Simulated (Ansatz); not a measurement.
# Ge (Fd-3m) in Ansatz: notebook

One crystal, Ge, is run at these levels: PBEsol; tasks: band structure, phonons.

Program: Ansatz 0.2.0. These are calculated values, not measurements. Logs are shortened: lines on timing, memory, paths and dates and some standing lists are left out, and cuts for length are marked.

**What was measured.**

“Electronic and optical properties of SixGe1-x-ySny alloys lattice-matched to Ge”, 2021, arxiv:2109.02782 reports, for a bulk crystal of Ge: band gap 0.807 eV (direct) at 300 K; band gap 0.666 eV (indirect) at 293 K.

The results are compared with them further down.

## (1) The structure

Symmetry: Fd-3m, No. 227, cubic system. Conventional cell: a = 5.658 Å, b = 5.658 Å, c = 5.658 Å, α = 90.00°, β = 90.00°, γ = 90.00°. Ge (site symmetry -43m) has 4 Ge at 2.45 Å as nearest neighbours.

## (2) Band structure, PBEsol

input.yaml reads:

```yaml
crystal:
  lattice:
    - [0.0, 2.82891, 2.82891]
    - [2.82891, 0.0, 2.82891]
    - [2.82891, 2.82891, 0.0]
  atoms:
    - { symbol: Ge, position: [0.75, 0.75, 0.75] }
    - { symbol: Ge, position: [0.5, 0.5, 0.5] }
hamiltonian:
  xc: pbesol
  pseudopotentials: { kind: paw }
kpoints:
  mp_grid: { grid: [8, 8, 8] }
  band_path:
    path:
      - [[0.0, 0.0, 0.0], [0.5, 0.0, 0.5], [0.5, 0.25, 0.75], [0.375, 0.375, 0.75], [0.0, 0.0, 0.0], [0.5, 0.5, 0.5], [0.625, 0.25, 0.625], [0.5, 0.25, 0.75], [0.5, 0.5, 0.5], [0.375, 0.375, 0.75]]
      - [[0.625, 0.25, 0.625], [0.5, 0.0, 0.5]]
    npoints: 14
scf:
  occupations: { method: fermi_dirac, width: 0.05 }
  n_extra_bands: 6
output:
  forces: true
  stress: true
  eigenvalues: true
  fatbands: false
```

Potentials or basis: Ansatz PAW.

On the command line:

```console
$ ansatz run input.yaml --threads 2 --pin off --max-ram 5120MiB --backend cpu --events-out ev --progress --plain --runs-dir out
```

Standard output:

```text
Warning: RAYON_NUM_THREADS=2 ignored (pool sized by the plan → 2); use --threads N
scf.n_extra_bands = 6 over 14 filled bands (N_el = 28.0): the run solves 20 bands
Engine: ansatz 0.2.0, x86_64-unknown-linux-gnu
Pseudopotentials: kind: paw
Pseudopotential: Ge, paw, valence charge 14, recommended cutoff 420 eV (normal), Ge.paw.azcp
Functional definition: PBEsol
  exchange = pbesol_x
  correlation = pbesol_c
Crystal: 2 atoms, lattice volume = 45.278 Å³
Basis set: ecut = 420 eV, 893 PW (Γ), exchange–correlation on 54×54×54 points (8 copies of the dense FFT grid, shifted against one another)
Bands: 20, of which v1, the nominal top of the filled ones, is band 14 counted from 1 (13 counted from 0)
Symmetry: 48 space group operations
Space group: Fd-3m (ITA 227), of the structure as read, at distance tolerance 3.6e-5 Å
k-points: 29 of 512
Non-local potential: Ge, projectors of the file, l = 0: 2, l = 1: 2, l = 2: 3, l = 3: 1
PAW form: soft (Blöchl's): semilocal exchange-correlation on the pseudo side does not see the compensation charge
PAW frozen core: Ge, regenerated for the run's functional, and the local potential with it (the file was generated under x = pbe(κ = 0.804, μ = 0.2195149727645171), c = pbe(β = 0.06672455060314922))
PAW one-centre angular grid: Ge, 590 points (default); XC on 64 Gauss nodes
Initial density: superposition of atomic densities (neutral atoms: chi_scale 0, normalization atom), corrected by the library's trained network
Initial wavefunctions: pseudopotential atomic-orbital guess
Functional: x = pbesol(κ = 0.804, μ = 0.12345679012345678), c = pbesol(β = 0.046)
SCF iter   1: F=—  HF=-8506.983253 eV  |F-HF|=—  |Δ(HF+E_count)|=         —  Δρ=2.36e-3  dr2=3.06e-3  ethr=1.77e-3  ⟨swp⟩=6.0  Hψ=2778  notcnv=0  defer=2
preconditioner: auto → Kerker (q_TF=auto, 2.518 Å⁻¹)  [metal: Δε(μ)=0.113 eV  Ē_g=25.092 eV  σ=0.050 eV  W_gap=0.46  n_scr=14 (ndim 8)  ℏωp=29.2 eV  f_vac=0.074  D(μ)=0.12/eV (n_scr^D=0)]
SCF iter   2: F=—  HF=-8506.982051 eV  |F-HF|=—  |Δ(HF+E_count)|=   1.20e-3  Δρ=1.70e-3  dr2=1.68e-3  ethr=1.09e-5  ⟨swp⟩=1.2  Hψ=821  notcnv=0  defer=7
SCF iter   3: F=—  HF=-8506.982214 eV  |F-HF|=—  |Δ(HF+E_count)|=   1.62e-4  Δρ=9.87e-4  dr2=2.26e-4  ethr=5.99e-6  ⟨swp⟩=2.0  Hψ=948  notcnv=0  defer=7
SCF iter   4: F=—  HF=-8506.982032 eV  |F-HF|=—  |Δ(HF+E_count)|=   1.81e-4  Δρ=3.01e-4  dr2=9.37e-5  ethr=8.06e-7  ⟨swp⟩=2.0  Hψ=948  notcnv=0  defer=7
SCF iter   5: F=—  HF=-8506.982048 eV  |F-HF|=—  |Δ(HF+E_count)|=   1.56e-5  Δρ=1.93e-4  dr2=2.05e-5  ethr=3.35e-7  ⟨swp⟩=2.0  Hψ=948  notcnv=0  defer=7
SCF iter   6: F=—  HF=-8506.982058 eV  |F-HF|=—  |Δ(HF+E_count)|=   1.03e-5  Δρ=6.31e-5  dr2=1.30e-6  ethr=7.33e-8  ⟨swp⟩=2.0  Hψ=659  notcnv=0  defer=7
SCF iter   7: F=-8506.982059 eV  HF=-8506.982059 eV  |F-HF|=1.34e-8  |Δ(HF+E_count)|=   4.00e-7  Δρ=9.94e-6  dr2=2.53e-8  ethr=3.57e-10  ⟨swp⟩=6.2  Hψ=2608  notcnv=0
SCF 1 converged in 7 iterations: F = -8506.982059 eV  dr2 = 2.53e-8
NSCF: frozen V_eff on 142 k-points
SCF converged after 7 iterations
Free energy (F): -8506.982059 eV
Harris-Foulkes:  -8506.982059 eV  (|F-HF|=1.34e-8)
Internal energy: -8506.981127 eV  (E = F + TS)
E sigma→0 (E₀):  -8506.981593 eV
Entropy (-TS):   -0.000932 eV (-0.466 meV/atom)
Fermi energy:    8.461354 eV
--- Per-component energies (eV) ---
  E_band       = -302.388227
  E_kinetic    = 223.284350
  E_local      = -4944.371265  (includes V_loc(G=0)·N_el)
  E_nonlocal   = 840.447868
  E_hartree    = 2167.336614
  E_xc         = -150.021064
  E_vxc        = -129.578177  (∫ρ·V_xc dr)
  E_paw        = -3958.359496  (= ΣΔE_a)
  E_vpaw       = -626.837064  (= ΣTr[D̂ρ^β])
  E_aug_tail   = 0.000703  (compensation charges beyond the density's cutoff)
  E_ewald      = -2687.134708
  E_core_change = 1.835872  (= ΣΔE_core)
  E_smearing   = -0.000932  (= −TS)
  E_closure    = 0.000000  (closes the sum)
  Σ components = -8506.982059   (vs F -8506.982059, Δ=0.00e0)
--- Forces (eV/Å), atoms counted from 1 ---
  atom   1  Ge     0.00000000    -0.00000000    -0.00000000
  atom   2  Ge     0.00000000     0.00000000    -0.00000000
  max |Σ_I F_I| component: 4.63e-17 eV/Å
--- Stress (GPa, compression-positive) ---
        0.648345      -0.000000       0.000000
       -0.000000       0.648345       0.000000
        0.000000       0.000000       0.648345
  P = ⅓ Tr σ = 0.6483 GPa (6.483 kbar)
--- Band table (eV; the first three rows and the last of 29) ---
  k-point 0: bands = ["-16.3676", "-16.3676", "-16.3676", "-16.3314", "-16.3314", "-16.1197", "-16.1197", "-16.1197", "-16.1066", "-16.1066", "-4.3521", "8.4258", "8.4433", "8.4433", "8.4433", "10.9686", "10.9686", "10.9686", "14.6653", "17.8720"]
  k-point 1: bands = ["-16.3757", "-16.3757", "-16.3651", "-16.3200", "-16.3200", "-16.1319", "-16.1319", "-16.1227", "-16.0963", "-16.0963", "-4.1614", "6.0692", "8.1061", "8.1061", "9.4387", "11.4185", "11.4185", "11.8877", "15.6208", "16.9471"]
  k-point 2: bands = ["-16.3858", "-16.3858", "-16.3589", "-16.3028", "-16.3028", "-16.1457", "-16.1457", "-16.1300", "-16.0860", "-16.0860", "-3.6078", "3.7053", "7.5574", "7.5574", "9.0556", "12.0460", "12.0460", "14.0104", "16.2929", "16.6954"]
  k-point 28: bands = ["-16.4154", "-16.4154", "-16.2732", "-16.2732", "-16.2241", "-16.2241", "-16.1919", "-16.1919", "-16.0529", "-16.0529", "-0.3579", "-0.3579", "4.5059", "4.5059", "12.7236", "12.7236", "13.0754", "13.0754", "19.4069", "19.4069"]
```

Wall time 1.6 s (2 threads of AMD EPYC 7B13 (Zen 3), shared host); peak memory 0.38 GiB.

Results:

| Property | Result |
| --- | --- |
| Free energy | -8506.9821 eV |
| Pressure | 0.6 GPa |
| Band gap on the k mesh | none (metal or under the smearing width) |

Levels at the corners of the path, in eV from the Fermi level:
```tsv
point	band 12	band 13	band 14	band 15	band 16	band 17
Γ	-0.04	-0.02	-0.02	-0.02	2.51	2.51
X	-8.92	-3.11	-3.11	0.64	0.64	9.46
W	-8.82	-3.96	-3.96	4.26	4.26	4.61
K	-8.33	-4.39	-2.66	1.06	4.00	7.14
Γ	-0.04	-0.02	-0.02	-0.02	2.51	2.51
L	-7.64	-1.43	-1.43	0.10	3.68	3.68
U	-8.33	-4.39	-2.66	1.06	4.00	7.14
W	-8.82	-3.96	-3.96	4.26	4.26	4.61
L	-7.64	-1.43	-1.43	0.10	3.68	3.68
K	-8.33	-4.39	-2.66	1.06	4.00	7.14
U	-8.33	-4.39	-2.66	1.06	4.00	7.14
X	-8.92	-3.11	-3.11	0.64	0.64	9.46
```

Caveat: the PAW data sets come from PBE, with cores solved anew for the run's functional, which leaves a small shift of forces and pressure; this crystal is a semiconductor, whose small gap the functional closes, so the metal is an error of the method.

## (3) Phonons, PBEsol

input.yaml: that of step 2 with these lines changed.

```diff
@@ -13,3 +13,9 @@
   mp_grid: { grid: [8, 8, 8] }
-  band_path:
+scf:
+  occupations: { method: fermi_dirac, width: 0.05 }
+phonons:
+  method: dfpt
+  qmesh: [2, 2, 2]
+  temperatures: { t_max: 1000, t_step: 100 }
+  qpath:
     path:
@@ -17,10 +23,2 @@
       - [[0.625, 0.25, 0.625], [0.5, 0.0, 0.5]]
-    npoints: 14
-scf:
-  occupations: { method: fermi_dirac, width: 0.05 }
-  n_extra_bands: 6
-output:
-  forces: true
-  stress: true
-  eigenvalues: true
-  fatbands: false
+    npoints: 8
```

Potentials or basis: Ansatz PAW.

On the command line:

```console
$ ansatz run input.yaml --threads 2 --pin off --max-ram 5120MiB --backend cpu --events-out ev --progress --plain --runs-dir out
```

Standard output:

```text
Warning: RAYON_NUM_THREADS=2 ignored (pool sized by the plan → 2); use --threads N
[... 6 set-up lines as earlier in the session ...]
Crystal: 2 atoms, lattice volume = 45.278 Å³
Basis set: ecut = 420 eV, 893 PW (Γ), exchange–correlation on 64×64×64 points (8 copies of the dense FFT grid, shifted against one another)
Bands: 18, of which v1, the nominal top of the filled ones, is band 14 counted from 1 (13 counted from 0)
[... 1 set-up line as earlier in the session ...]
k-points: 29 of 512
[... 7 set-up lines as earlier in the session ...]
SCF iter   1: F=—  HF=-8506.983343 eV  |F-HF|=—  |Δ(HF+E_count)|=         —  Δρ=2.37e-3  dr2=3.06e-3  ethr=1.77e-3  ⟨swp⟩=5.9  Hψ=2481  notcnv=0
preconditioner: auto → Kerker (q_TF=auto, 2.518 Å⁻¹)  [metal: Δε(μ)=0.113 eV  Ē_g=23.358 eV  σ=0.050 eV  W_gap=0.46  n_scr=14 (ndim 8)  ℏωp=29.2 eV  f_vac=0.079  D(μ)=0.12/eV (n_scr^D=0)]
SCF iter   2: F=—  HF=-8506.982044 eV  |F-HF|=—  |Δ(HF+E_count)|=   1.30e-3  Δρ=1.68e-3  dr2=1.67e-3  ethr=1.09e-5  ⟨swp⟩=1.4  Hψ=770  notcnv=0
SCF iter   3: F=—  HF=-8506.982154 eV  |F-HF|=—  |Δ(HF+E_count)|=   1.11e-4  Δρ=8.89e-4  dr2=1.86e-4  ethr=5.96e-6  ⟨swp⟩=2.0  Hψ=929  notcnv=0
SCF iter   4: F=—  HF=-8506.982123 eV  |F-HF|=—  |Δ(HF+E_count)|=   3.15e-5  Δρ=4.56e-4  dr2=1.26e-4  ethr=6.65e-7  ⟨swp⟩=2.0  Hψ=930  notcnv=0
SCF iter   5: F=—  HF=-8506.982048 eV  |F-HF|=—  |Δ(HF+E_count)|=   7.53e-5  Δρ=2.23e-4  dr2=1.32e-5  ethr=4.52e-7  ⟨swp⟩=2.0  Hψ=929  notcnv=0
SCF iter   6: F=—  HF=-8506.982060 eV  |F-HF|=—  |Δ(HF+E_count)|=   1.21e-5  Δρ=3.50e-5  dr2=2.99e-7  ethr=4.70e-8  ⟨swp⟩=2.0  Hψ=928  notcnv=0
SCF iter   7: F=—  HF=-8506.982059 eV  |F-HF|=—  |Δ(HF+E_count)|=   9.30e-7  Δρ=1.94e-5  dr2=6.73e-8  ethr=1.07e-9  ⟨swp⟩=2.0  Hψ=655  notcnv=0
SCF iter   8: F=—  HF=-8506.982059 eV  |F-HF|=—  |Δ(HF+E_count)|=   5.37e-8  Δρ=5.68e-6  dr2=5.92e-9  ethr=2.40e-10  ⟨swp⟩=2.0  Hψ=897  notcnv=0
SCF iter   9: F=—  HF=-8506.982059 eV  |F-HF|=—  |Δ(HF+E_count)|=   6.03e-9  Δρ=6.20e-7  dr2=7.08e-11  ethr=2.11e-11  ⟨swp⟩=2.0  Hψ=929  notcnv=0
SCF iter  10: F=-8506.982059 eV  HF=-8506.982059 eV  |F-HF|=1.82e-12  |Δ(HF+E_count)|=  6.73e-11  Δρ=1.52e-8  dr2=5.47e-14  ethr=1.00e-12  ⟨swp⟩=5.0  Hψ=2247  notcnv=0
SCF 1 converged in 10 iterations: F = -8506.982059 eV  dr2 = 5.47e-14
NSCF: frozen V_eff on 29 k-points
NSCF: frozen V_eff on 59 k-points
DFPT response loops at q = (0, 0, 0) (fractional): preconditioner auto → Kerker (q_TF=auto, 2.518 Å⁻¹) (partly filled bands, converged f_vac=0.056); β = 1.00, the filter's whole step (`scf.mixing.beta` (0.50) is not read by the response loops under this deck's `scf.mixing.preconditioner`; to damp them name `kerker` or `kerker_dos`, under which they read `scf.mixing.beta`, and type it under 1.00, their step now; both keys bind the ground state too); Broyden in place of MSR1
NSCF: frozen V_eff on 300 k-points
DFPT response loops at q = (0, 0, -0.5) (fractional): mixed as the last ones told, above
NSCF: frozen V_eff on 190 k-points
DFPT response loops at q = (0, -0.5, -0.5) (fractional): mixed as the last ones told, above
SCF converged after 10 iterations
Free energy (F): -8506.982059 eV
Harris-Foulkes:  -8506.982059 eV  (|F-HF|=1.82e-12)
Internal energy: -8506.981127 eV  (E = F + TS)
E sigma→0 (E₀):  -8506.981593 eV
Entropy (-TS):   -0.000932 eV (-0.466 meV/atom)
Fermi energy:    8.461311 eV
--- Per-component energies (eV) ---
  E_band       = -302.383808
  E_kinetic    = 223.285117
  E_local      = -4944.366442  (includes V_loc(G=0)·N_el)
  E_nonlocal   = 840.448787
  E_hartree    = 2167.332427
  E_xc         = -150.021271
  E_vxc        = -129.578456  (∫ρ·V_xc dr)
  E_paw        = -3958.361613  (= ΣΔE_a)
  E_vpaw       = -626.838380  (= ΣTr[D̂ρ^β])
  E_aug_tail   = 0.000703  (compensation charges beyond the density's cutoff)
  E_ewald      = -2687.134708
  E_core_change = 1.835872  (= ΣΔE_core)
  E_smearing   = -0.000932  (= −TS)
  E_closure    = -0.000000  (closes the sum)
  Σ components = -8506.982059   (vs F -8506.982059, Δ=0.00e0)
--- Band table (eV; the first three rows and the last of 29) ---
  k-point 0: bands = ["-16.3674", "-16.3674", "-16.3674", "-16.3312", "-16.3312", "-16.1195", "-16.1195", "-16.1195", "-16.1064", "-16.1064", "-4.3521", "8.4257", "8.4433", "8.4433", "8.4433", "10.9686", "10.9686", "10.9686"]
  k-point 1: bands = ["-16.3755", "-16.3755", "-16.3648", "-16.3198", "-16.3198", "-16.1316", "-16.1316", "-16.1225", "-16.0961", "-16.0961", "-4.1614", "6.0692", "8.1061", "8.1061", "9.4387", "11.4185", "11.4185", "11.8876"]
  k-point 2: bands = ["-16.3856", "-16.3856", "-16.3586", "-16.3025", "-16.3025", "-16.1455", "-16.1455", "-16.1298", "-16.0857", "-16.0857", "-3.6079", "3.7053", "7.5574", "7.5574", "9.0556", "12.0460", "12.0460", "14.0103"]
  k-point 28: bands = ["-16.4151", "-16.4151", "-16.2729", "-16.2729", "-16.2239", "-16.2239", "-16.1916", "-16.1916", "-16.0527", "-16.0527", "-0.3579", "-0.3579", "4.5058", "4.5058", "12.7236", "12.7236", "13.0753", "13.0753"]
--- Phonons (Γ-DFPT): 1 representative perturbation + reference (Σ response iterations 3) ---
  ASR residual: 1.547e-5 → 0.000e0 eV/Å²; symmetrization residual: 1.766e-11 eV/Å²
  ASR residual per site (eV/Å²): 1.55e-5 1.55e-5
  Γ frequencies (cm⁻¹): 0.00 0.00 0.00 281.17 281.17 281.17
--- Phonons (arbitrary-q DFPT): 3 irreducible q on the 2×2×2 mesh ---
  q = [0.0000, 0.0000, 0.0000] (star 1, of the zone-centre solve; hermiticity 3.81e-14, symmetrization 1.67e-12): -0.00 0.00 0.00 281.17 281.17 281.17
  q = [0.0000, 0.0000, -0.5000] (star 4, 1 solved perturbation on 150 of 512 k-point pairs; hermiticity 2.98e-13, symmetrization 4.29e-13): 55.96 55.96 211.93 234.09 279.11 279.11
  q = [0.0000, -0.5000, -0.5000] (star 3, 2 solved perturbations in 154 linear systems a pass and spin channel, the states on 95 of 512 k-point pairs; hermiticity 1.36e-13, symmetrization 4.49e-13): 70.61 70.61 232.42 232.42 265.15 265.15
  sum rule: each row above includes the acoustic sum rule's correction from the zone centre's row sums; it moved no ω² by more than (0.24 cm⁻¹)²
  mesh force constants: q→R imaginary residual 1.67e-17; ASR residual 1.547e-5 → 0.000e0 eV/Å²; symmetrization residual 2.151e-15 eV/Å²
  interpolated dispersion: 82 rows × 6 modes
  density of states and harmonic sums: on the 20×20×20 q-mesh, interpolated from the force constants of a 2×2×2 supercell (no non-analytic term)
  largest difference from the sums on the solved wave vectors: F 6.69e-2 eV, S 9.92e-5 and C_V 3.23e-5 eV/K
  zero-point energy: 0.069363 eV/cell   skipped modes (ω ≤ 0): 3   left out of the sums: 6.25e-5 of the cell's modes: C_V's classical limit lies that fraction below 3 k_B per atom; for a crystal, a wire or a layer, F and S can be off by more, and a phonons.interpolated_qmesh denser along its periods is the remedy for the sampling
```

It took 15 s on 2 threads of AMD EPYC 7B13 (Zen 3), shared host; peak memory 0.74 GiB.

What came out:

| Property | Result |
| --- | --- |
| Free energy | -8506.9821 eV |
| Band gap on the k mesh | none (metal or under the smearing width) |
| Highest phonon frequency | 281 cm⁻¹ |

Levels at points of the mesh, in eV from the Fermi level:
```
             k point  band 11  band 12  band 13  band 14  band 15  band 16  band 17  band 18
  (0.00, 0.00, 0.00)   -12.81    -0.04    -0.02    -0.02    -0.02     2.51     2.51     2.51
 (0.00, 0.00, -0.50)   -10.72    -7.64    -1.43    -1.43     0.10     3.68     3.68     6.94
(0.00, -0.50, -0.50)    -8.92    -8.92    -3.11    -3.11     0.64     0.64     9.46     9.46
```

Phonon frequencies in cm⁻¹ (negative: imaginary):
```tsv
q point	frequencies
(0.000, 0.000, 0.000)	0 0 0 281 281 281
(0.000, 0.000, -0.500)	56 56 212 234 279 279
(0.000, -0.500, -0.500)	71 71 232 232 265 265
```

Caveat: the q mesh is small, so phonon branches between its points and thermal values are rough; the PAW data sets come from PBE, with cores solved anew for the run's functional, which leaves a small shift of forces and pressure; this crystal is a semiconductor, whose small gap the functional closes, so the metal is an error of the method.

## (4) How close it comes

Step 2. Against the measured gap of Ge, 0.807 eV (direct; 300 K; “Electronic and optical properties of SixGe1-x-ySny alloys lattice-matched to Ge”, 2021, arxiv:2109.02782), the calculated 0.00 eV is off by -0.81 eV. 3 values of this kind are on record (0.666 to 0.807 eV); this one was drawn at random among those near their median. Spin-orbit coupling on Ge is left out. The value is that of PBEsol on a finite k mesh, which can miss the band edges, without temperature or zero-point motion. Semilocal functionals fall short of measured gaps as a rule.

Step 3. Measured gap of Ge: 0.666 eV (indirect; 293 K; “Electronic and optical properties of SixGe1-x-ySny alloys lattice-matched to Ge”, 2021, arxiv:2109.02782). This calculation gives 0.00 eV (-0.67 eV). 3 values of this kind are on record (0.666 to 0.807 eV); this one was drawn at random among those near their median. Spin-orbit coupling on Ge is left out. The value is that of PBEsol on a finite k mesh, which can miss the band edges, without temperature or zero-point motion. Semilocal functionals fall short of measured gaps as a rule.
